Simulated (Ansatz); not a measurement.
# PbO2 (CdCl2 type): other levels of theory at one geometry

The task here is to estimate one member of a computed series from the others.

Method: DFT at several levels, plane waves, PAW, in Ansatz 0.2.0.

2 further runs of the same task are left out: 2 that didn't finish. Runs told in other sessions of the task aren't counted.

## The starting structure

It takes space group R-3m (No. 166, trigonal). Conventional cell: a = 3.446 Å, b = 3.446 Å, c = 13.344 Å, α = 90.00°, β = 90.00°, γ = 120.00°. Around Pb (site symmetry -3m) lie 6 O at 2.24 Å. O (site symmetry 3m) is surrounded by 3 Pb at 2.24 Å.

Structure file:

```
Pb O
1.0
     1.72316    0.99487    4.44785
    -1.72316    0.99487    4.44785
     0.00000   -1.98974    4.44785
Pb O
1 2
Cartesian
  0.0000 0.0000 0.0000
  0.0000 0.0000 3.4113
  0.0000 0.0000 9.9322
```

This cell comes from an earlier session at PBE: 15.250 Å³/atom at 0.00 GPa, on a 12×12×12 mesh, gap on the mesh 0.13 eV.

Levels to run: PBE+SOC; r²SCAN; PBEsol; LDA. Hardware: 2 threads of Arm Neoverse V2, shared host.

The first run:

Input file input.yaml:

```yaml
crystal:
  lattice:
    - [1.7231622733, 0.9948682024, 4.4478535782]
    - [-1.7231622733, 0.9948682024, 4.4478535782]
    - [0.0, -1.9897364047, 4.4478535782]
  atoms:
    - { symbol: Pb, position: [0.0, 0.0, 0.0] }
    - { symbol: O, position: [0.2556547323, 0.2556547323, 0.2556547323] }
    - { symbol: O, position: [0.7443452677, 0.7443452677, 0.7443452677] }
basis:
  ecutwfc: 420
  ecutrho_ratio: 4
kpoints:
  mp_grid: { grid: [12, 12, 12] }
hamiltonian:
  xc: pbe
scf:
  occupations: { method: gaussian, width: 0.05 }
output:
  forces: true
  stress: true
  eigenvalues: true
  populations: true
  dos: { projected: true, de: 0.02 }
  write_density: true
  write_potential: true
  elf: true
  volumetric_format: npy
magnetization:
  noncollinear: true
  spin_orbit: true
```

The run is started by

```bash
> ansatz run input.yaml --threads 2 --pin off --max-ram 2662MiB --backend cpu --events-out ev --progress --plain --runs-dir out
```

Steps of the session up to this table: PBE+SOC; r²SCAN; PBEsol; LDA.

One table of the session follows, with a row left open; its other results are not shown here.

| level | gap on the mesh (eV) | pressure (GPa) |
| --- | --- | --- |
| PBE | 0.13 | 0.0 |
| LDA | 0.02 | -8.5 |
| PBEsol | ? | ? |
| PBE+SOC | 0.16 | -0.3 |
| r²SCAN | 0.36 | -5.8 |

Estimate the missing values for PBEsol.

As computed: gap on the mesh (eV): 0.08; pressure (GPa): -4.8. In the column «gap on the mesh (eV)» it lies between LDA (0.02) and PBE (0.13).

The pressure runs from -8.5 GPa (LDA) to 0.0 GPa (PBE); a negative pressure means that level wants a smaller cell, a positive one a larger cell. The gap is widest with r²SCAN (0.36 eV) and narrowest with LDA (0.02 eV). Total energies of different levels have different zeros and can't be compared.
